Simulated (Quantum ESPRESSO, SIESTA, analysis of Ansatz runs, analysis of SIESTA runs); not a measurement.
# Al2O3 (R-3c):V_O, a ladder of methods on one cell (SIESTA and Quantum ESPRESSO), part 3 of 5

We place the charge-transition levels of V_O in Al2O3 (R-3c) with atom-centred orbitals, then repeat the energies at other levels of method to see what holds. Model: a cell of 80 host atoms with 1 O taken out.

SIESTA and Quantum ESPRESSO ; SIESTA numerical-orbital DFT, PBEsol, DZP basis, PseudoDojo 0.4.1 potentials converted to PSML; charged supercells in a uniform background, point-charge correction with alignment at far sites.

So far. Step 2 (Band edges): The gap at this level is 5.88 eV.

### 3. Relaxing each charge state (continued)

Level of this step: SIESTA numerical-orbital DFT, PBEsol, DZP basis, PseudoDojo 0.4.1 potentials converted to PSML; relaxation of all atoms of a defect supercell at fixed charge in a uniform background (SIESTA).

Electrostatic potential energy in the ac plane at fractional y = 0.278, through the centre, with atoms of Al and O within 0.45 Å of it. With pseudopotentials it is smooth inside the atoms' cores, unlike the true potential.

Ten even steps from '_' (-61 eV) to '@' (-3 eV), each cell a mean:
```
%%%%==____++%%%%%%%%****##%%%%%%##..__::##%%%%%%##**##%%%%
@@@@%%++::==########%%%%%%@@@@@@@@##----##%%##**##%%%%@@@@
@@@@@@@@%%%%%%##==::==##%%@@@@@@@@@@@@%%%%%%++::::**%%@@@@
@@@@@@@@@@@@@@%%==____--##@@@@@@@@@@@@@@@@%%**..__..**%%@@
@@@@@@@@@@@@@@@@##==..::**%%@@@@@@@@@@@@@@@@%%**::..==##@@
@@%%%%@@@@@@@@@@@@%%****##%%@@%%%%%%@@@@@@@@@@%%##****##%%
@@%%%%%%%%@@@@@@@@@@@@%%%%%%@@%%%%%%%%@@@@@@@@@@@@%%%%%%@@
@@%%%%####%%@@@@@@@@@@@@@@@@@@@@%%####%%%%@@@@@@@@@@@@@@@@
@@@@%%##**##%%@@@@@@@@@@@@@@@@@@@@%%####%%@@@@@@@@@@@@@@@@
@@@@@@%%####%%@@@@@@@@@@@@@@@@@@@@@@%%##%%%%@@@@@@@@@@@@@@
@@%%%%%%%%%%%%@@%%####%%@@@@@@@@@@@@@@%%%%@@%%##**%%@@@@@@
@@%%--..++%%@@@@%%**--++%%%%@@@@@@@@@@@@@@@@@@##====##%%%%
%%%%==____++%%%%%%%%****##%%%%@@@@@@@@@@@@@@%%%%##**##%%%%
@@@@%%++::++########%%%%%%@@@@@@@@@@@@@@@@%%######%%%%@@@@
@@@@@@@@%%%%%%##--::==##%%@@@@@@@@@@@@@@@@%%**----++%%@@@@
@@@@@@@@@@@@@@##==____==##@@@@@@@@@@@@@@@@%%##--__..++%%@@
@@@@@@@@@@@@@@@@##--__::**%%@@@@@@@@@@@@@@@@%%**::__--##%%
%%%%%%@@@@@@@@@@@@%%****##%%@@%%%%%%@@@@@@@@@@%%##****##%%
@@%%%%%%%%@@@@@@@@@@@@%%%%%%@@%%%%%%%%@@@@@@@@@@@@%%%%%%%%
@@%%%%####%%@@@@@@@@@@@@@@@@@@@@%%####%%%%@@@@@@@@@@@@@@@@
@@@@%%##**##%%@@@@@@@@@@@@@@@@@@%%%%####%%@@@@@@@@@@@@@@@@
@@@@@@%%####%%@@@@@@@@@@@@@@@@@@@@%%%%####%%@@@@@@@@@@@@@@
@@@@%%%%%%%%%%@@%%####%%@@@@@@@@%%##%%%%%%%%@@%%**%%@@@@@@
@@%%--..++%%@@@@%%**--++%%%%%%%%**..::##@@@@@@%%====##%%%%
```
Columns run along a (10.3 Å; values clipped at the 3rd and 97th percentile), rows up along c (10.3 Å). Atoms in or near the plane, at fractional coordinates: Al at (0.32, 0.32), O at (0.38, 0.03), O at (0.12, 0.47), Al at (0.32, 0.82), O at (0.38, 0.53), O at (0.13, 0.97), Al at (0.83, 0.32), O at (0.88, 0.03), Al at (0.82, 0.82), O at (0.87, 0.53), O at (0.62, 0.97).

The states that were run, at one point at (¼, ¼, ¼), on 1 MPI rank of Arm Neoverse V1, shared host:

```
charge  moment (μB)    outcome  structures computed  largest displacement of a host atom from its site (Å)  lowest empty less highest filled level (eV)    time
     0            0  converged                    8                                                   0.11                                         4.10  68 min
    +2            0  converged                   10                                                   0.28                                         3.60   1.5 h
    +1            1  converged                    7                                                   0.10                                         1.35   1.9 h
    −1            1  converged                    8                                                   0.12                                         0.06   2.1 h
```

Against the host's sites the lattice moves most at charge +2 (0.28 Å); the smallest move among the states is 0.10 Å.

### 4. Corrections and levels

A charged cell interacts with its images and the background. The point-charge term, screened by the static dielectric constant, takes that out, and the potential far from the defect is aligned with the host's. Chemical potentials: Al (fcc) and O (O2 molecule), run alike.

By state, in eV; the first energy still holds the atoms taken out or put in:

```
charge  moment (μB)  energy over the host, electrons at the valence top  point-charge term  potential shift at far sites  its spread  correction
    −1            1                                             459.129              0.237                         0.108       0.027       0.129
     0            0                                             452.833              0.000                             -           -       0.000
    +1            1                                             450.022              0.237                        -0.022       0.033       0.215
    +2            0                                             447.211              0.949                        -0.076       0.086       0.797
```

Potentials at atomic sites for charge −1, some of the atoms; distances and the model charge refer to the site on which the defect was built:

```
atom  distance from that site (Å)  potential less the host's (eV)  point-charge model (eV)
 Al2                        1.743                           0.650                    0.361
 O18                        2.646                           0.055                    0.121
 O26                        2.890                           0.075                    0.052
Al63                        3.593                           0.020                   -0.018
 O48                        3.985                           0.023                   -0.042
Al14                        4.352                           0.027                   -0.057
  O8                        4.578                           0.047                   -0.066
Al60                        4.715                           0.021                   -0.069
  O5                        4.848                           0.028                   -0.072
 O55                        5.099                           0.007                   -0.080
 O10                        5.279                           0.045                   -0.086
 O30                        5.425                           0.052                   -0.079
```

Over the charge states the far sites scatter by a standard deviation of up to 0.09 eV about the model once its mean shift is taken off, which is the uncertainty of the alignment.

Limit set by the element alone; other compounds of these elements are not counted. Chemical potentials from the elements' reference states: Al 0.00 eV, O -5.34 eV. Formation energies (Al-rich), with the Fermi level at the valence top and at the conduction bottom (gap 5.88 eV):

```
charge  at valence top (eV)  at conduction bottom (eV)  correction included (eV)
    +2                -3.19                       8.57                      0.80
    +1                -0.96                       4.92                      0.21
     0                 1.64                       1.64                      0.00
    −1                 8.06                       2.19                      0.13
```

| Fermi level (eV) | lowest formation energy (eV) |
| --- | --- |
| 0.00 | -3.19 |
| 0.53 | -2.12 |
| 1.07 | -1.05 |
| 1.60 | 0.02 |
| 2.14 | 1.09 |
| 2.67 | 1.64 |
| 3.21 | 1.64 |
| 3.74 | 1.64 |
| 4.28 | 1.64 |
| 4.81 | 1.64 |
| 5.34 | 1.64 |
| 5.88 | 1.64 |

Limit set by the element alone; other compounds of these elements are not counted. Chemical potentials from the elements' reference states: O 0.00 eV, Al -8.02 eV. Formation energies (O-rich), with the Fermi level at the valence top and at the conduction bottom (gap 5.88 eV):

```
charge  at valence top (eV)  at conduction bottom (eV)  correction included (eV)
    +2                 2.16                      13.91                      0.80
    +1                 4.39                      10.26                      0.21
     0                 6.98                       6.98                      0.00
    −1                13.41                       7.53                      0.13
```

| Fermi level (eV) | lowest formation energy (eV) |
| --- | --- |
| 0.00 | 2.16 |
| 0.53 | 3.23 |
| 1.07 | 4.29 |
| 1.60 | 5.36 |
| 2.14 | 6.43 |
| 2.67 | 6.98 |
| 3.21 | 6.98 |
| 3.74 | 6.98 |
| 4.28 | 6.98 |
| 4.81 | 6.98 |
| 5.34 | 6.98 |
| 5.88 | 6.98 |

So at this level: (+2/+1) at 2.23 eV (2.81 without the correction), (+1/0) at 2.60 eV (2.81 without the correction) and (0/−1) at 6.42 eV (6.30 without the correction), in a gap of 5.88 eV. (0/−1) lies outside the gap, so the charge beyond is not the lowest at any Fermi level in the gap, within the error of the correction. At charge −1, 42 % of the majority spin lies within 4 Å of the centre, against 38 % for an even spread, which points to a carrier spread as in a band; the levels next to it are then no levels of a bound state.

### 5. SIESTA, PBEsol, DZP, energy shift 0.005 Ry, with orbitals at the vacancy, 2×2×2

The k-points change from one point at (¼, ¼, ¼) to 2×2×2 shifted by half a step on the same structures. A defect state disperses through its periodic images, and a carrier in a host band fills it differently at other k-points; both move the energies of the states that hold these electrons.

The input, defect.fdf:

```
SystemName                      Al32O47
SystemLabel                     defect
NumberOfSpecies                 3
NumberOfAtoms                   80
%block ChemicalSpeciesLabel
  1   13 Al
  2    8 O
  3   -8 O_ghost
%endblock ChemicalSpeciesLabel
LatticeConstant                 1.0 Ang
%block LatticeVectors
     4.798502000     2.770416000     8.688724000
    -4.798502000     2.770416000     8.688724000
     0.000000000    -5.540834000     8.688724000
%endblock LatticeVectors
AtomicCoordinatesFormat         Fractional
%block AtomicCoordinatesAndAtomicSpecies
     0.321433173     0.320999496     0.320900382  1
     0.397829921     0.445817189     0.418686691  1
     0.073705369     0.074294511     0.072388062  1
[... 13 atom lines left out ...]
     0.027638021     0.374881807     0.722033789  2
[... 24 atom lines left out ...]
     0.928641358     0.429269262     0.428805358  1
[... 10 atom lines left out ...]
     0.682359336     0.166173243     0.694755020  1
     0.723338534     0.020217435     0.884338414  2
[... 25 atom lines left out ...]
     0.625000004     0.277612006     0.472388047  3
%endblock AtomicCoordinatesAndAtomicSpecies
%block kgrid.MonkhorstPack
    2   0   0  0.50
    0   2   0  0.50
    0   0   2  0.50
%endblock kgrid.MonkhorstPack
XC.Functional                   GGA
XC.Authors                      PBEsol
PAO.BasisSize                   DZP
PAO.EnergyShift                 0.005 Ry
Mesh.Cutoff                     300 Ry
NetCharge                       2.0
OccupationFunction              FD
ElectronicTemperature           0.01 eV
MaxSCFIterations                150
SCF.MustConverge                true
SCF.Mixer.Method                Pulay
SCF.Mixer.Weight                0.2
SCF.Mixer.History               10
SCF.DM.Tolerance                1.0e-4
SCF.H.Tolerance                 1.0e-3 eV
WriteForces                     true
Charge.Mulliken                 end
SaveRho                         true
SaveElectrostaticPotential      true
Charge.Hirshfeld                end
Charge.Voronoi                  end
```

The run is started by

```sh
> OMP_NUM_THREADS=1 siesta defect.fdf > defect.out
```

Output:

```text
Version         : 5.4.2

                           ***********************
                           *  WELCOME TO SIESTA  *
                           ***********************

[...]
reinit: Reading from file defect.fdf

reinit: -----------------------------------------------------------------------
reinit: System Name: Al32O47
reinit: -----------------------------------------------------------------------
reinit: System Label: defect
reinit: -----------------------------------------------------------------------

initatom: Reading input for the pseudopotentials and atomic orbitals ----------
Species number:   1 Atomic number:   13 Label: Al
Species number:   2 Atomic number:    8 Label: O
Species number:   3 Atomic number:   -8 Label: O_ghost (floating PAOs)

[... pseudopotential checks and orbital generation ...]

prinput: Basis input

PAO.BasisType split

%block ChemicalSpeciesLabel
    1   13 Al                      # Species index, atomic number, species label
    2    8 O                       # Species index, atomic number, species label
    3   -8 O_ghost                 # Species index, atomic number, species label
%endblock ChemicalSpeciesLabel

%block PAO.Basis                 # Define Basis set
# WARNING: This information might be incomplete!
Al                    2                    # Species label, number of l-shells
 n=3   0   2                         # n, l, Nzeta
   6.641      4.635
   1.000      1.000
 n=3   1   2 P   1                   # n, l, Nzeta, Polarization, NzetaPol
   8.738      6.223
[...]
O                     2                    # Species label, number of l-shells
 n=2   0   2                         # n, l, Nzeta
[...]
2    0.021291   -0.003716   -0.017925
     3   -0.006886   -0.011758    0.025895
[...]
79   -0.002045   -0.005140    0.007793
    80   -0.003226    0.005528    0.000038
   Tot    0.003713   -0.005322   -0.004343
   Max    0.037049
   Res    0.014473    sqrt( Sum f_i^2 / 3N )
   Max    0.037049    constrained
[...]
Stress tensor Voigt[x,y,z,yz,xz,xy] (kbar):      -26.92      -28.26      -16.44       -3.27       -5.53        1.11
(Free)E + p*V (eV/cell)   -23200.3593
Target enthalpy (eV/cell)   -23210.6852
[...]
siesta: Final energy (eV):
siesta:  Band Struct. =   -5765.813235
siesta:       Kinetic =   15278.535643
siesta:       Hartree =    5879.876988
siesta:         Exch. =   -5816.977430
siesta:         Corr. =    -519.320640
siesta:   Exch.-corr. =   -6336.298071
siesta:  Ion-electron =  -25755.972443
siesta:       Ion-ion =  -12276.827297
siesta:         Total =  -23210.685180
siesta:         Fermi =      -8.533665
[...]
siesta: Stress tensor (static) (eV/Ang**3):
siesta:    -0.016799    0.000690   -0.003453
siesta:     0.000690   -0.017637   -0.002040
siesta:    -0.003453   -0.002040   -0.010262
[...]
siesta: Cell volume =        693.039557 Ang**3
[...]
siesta: Pressure (static):
siesta:                Solid            Molecule  Units
siesta:           0.00016228          0.00016729  Ry/Bohr**3
siesta:           0.01489942          0.01535961  eV/Ang**3
siesta:          23.87150174         24.60881042  kBar
[...]
mulliken: Qtot =      376.000

Mulliken Atomic Populations:
Atom #   charge [q] valence [e]  Species
     1     0.647292    2.352708  Al
     2     0.566517    2.433483  Al
     3     0.652959    2.347041  Al
[...]
5    -0.393283    6.393283  O
     6    -0.392923    6.392923  O
     7    -0.369541    6.369541  O
[...]
72     0.637997    2.362003  Al
    73     0.627813    2.372187  Al
[...]
78    -0.395475    6.395475  O
    79    -0.429163    6.429163  O
    80     6.043832   -0.043832  O_ghost
 Total     8.000000

[...]
Job completed
```

The job ended after 18 min (1 MPI rank of Arm Neoverse V1, shared host; peak memory 1.9 GiB).

On the kept structures the largest force at this level is 0.58 eV/Å, so they are not at rest here, and a relaxation would lower the states by unlike amounts.

At charge −1 filled and empty levels, counted over both spins and all k-points, touch or overlap: the last carrier shares a level or a band, or the held moment keeps an electron of one spin above an empty level of the other.

By state, in eV; the first energy still holds the atoms taken out or put in:

```
charge  moment (μB)  energy over the host, electrons at the valence top  point-charge term  potential shift at far sites  its spread  correction
    −1            1                                             459.527              0.237                         0.035       0.060       0.202
     0            0                                             452.948              0.000                             -           -       0.000
    +1            1                                             450.079              0.237                        -0.025       0.033       0.212
    +2            0                                             447.204              0.949                        -0.077       0.087       0.795
```

Against the first level the gap goes from 5.88 to 5.88 eV, and the level that moves most, (0/−1), from 6.42 to 6.78 eV. Both gaps come from the dense mesh of the unit cell, so this step does not test the gap.

[end of part 3 of 5]

[Logs are printed without paths, hosts, clocks, repeated set-up lines and the standing remarks that a program may print on its own settings, such as how far it seeks lower states.]

[Hosts, paths, dates, database ids (printed as entryN), source tags and the programs' standing remarks are cut or masked in the printed files.]

[For some hosts the program warned that the k-mesh of the response run may be too coarse for force constants and the static dielectric constant; such warnings are not shown here.]

[Charge tables in the logs are Mulliken or Hirshfeld populations, whose sizes and signs can differ; where basis functions stand at a vacancy, SIESTA counts their charge against the missing atom's valence.]

[In relaxation paths of CP2K, step 0 can be the structure after the first move, since the trajectory file begins there, and the last row can be the final structure solved once more.]
